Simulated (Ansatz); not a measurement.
# Cu: the cost of one run

Computed with Ansatz 0.2.0 (DFT r2SCAN, scalar-relativistic, plane waves, PAW, unless a step's input says otherwise).

2 further runs of the same task are left out: 2 set aside as unsound or not needed.

## (1) The structure to begin with

Symmetry: I4/mmm, No. 139, tetragonal system. Conventional cell: a = 2.895 Å, b = 2.895 Å, c = 2.739 Å, α = 90.00°, β = 90.00°, γ = 90.00°. Around Cu (site symmetry 4/mmm) lie 10 Cu at 2.46 to 2.74 Å.

As a file:

```cif
data_structure
_symmetry_space_group_name_H-M 'P 1'
_symmetry_Int_Tables_number 1
_cell_length_a 2.4631
_cell_length_b 2.4631
_cell_length_c 4.0947
_cell_angle_alpha 90.000
_cell_angle_beta 90.000
_cell_angle_gamma 112.449
_cell_volume 22.96
loop_
_atom_site_label
_atom_site_type_symbol
_atom_site_fract_x
_atom_site_fract_y
_atom_site_fract_z
_atom_site_occupancy
Cu1 Cu 0.00000 0.00000 0.00000 1
Cu2 Cu 0.50000 0.50000 0.50000 1
```

It goes back to an entry of the Materials Project, which need not be the stable form.

It is built from the cell relaxed beforehand with the same method (11.48 Å³/atom).

## (2) The reference cell

The cell is repeated 2 times, 2 atoms in all. Reference values: F = -13262.4036 eV; pressure -0.04 GPa; largest force 0.000 eV/Å; gap on the mesh none (metal). It was computed beforehand with the settings of the runs below.

## (3) The disturbance

A zone-boundary wave of random shape, sigma 0.1 Å. Displacements in the unstrained cell, with the mean shift removed:

```
atom  ux (Å)  uy (Å)  uz (Å)
 Cu1   0.035   0.008  -0.045
 Cu2  -0.035  -0.008   0.045
```

## (4) The disturbed cell, one point

input.yaml

```yaml
crystal:
  lattice:
    - [-1.4476911077, 1.4476911077, 1.3693140242]
    - [1.4476911077, -1.4476911077, 1.3693140242]
    - [2.8953822153, 2.8953822153, 0.0]
  atoms:
    - { symbol: Cu, position: [-0.0208448448, -0.0117830505, 0.0074184316] }
    - { symbol: Cu, position: [0.5208448448, 0.5117830505, 0.4925815684] }
basis:
  ecutwfc: 500
kpoints:
  mp_grid: { grid: [14, 14, 8] }
hamiltonian:
  xc: r2scan
scf:
  occupations: { method: gaussian, width: 0.15 }
output:
  forces: true
  stress: true
  eigenvalues: true
```

Command:

```
ansatz run input.yaml --threads 1 --pin off --max-ram 2560MiB --backend cpu --events-out ev --progress --plain --runs-dir out
```

Q: Estimate wall time and peak memory on 1 thread of Intel Xeon Platinum 8488C (Sapphire Rapids), shared host.

About 30 s, with a peak of 0.72 GiB.
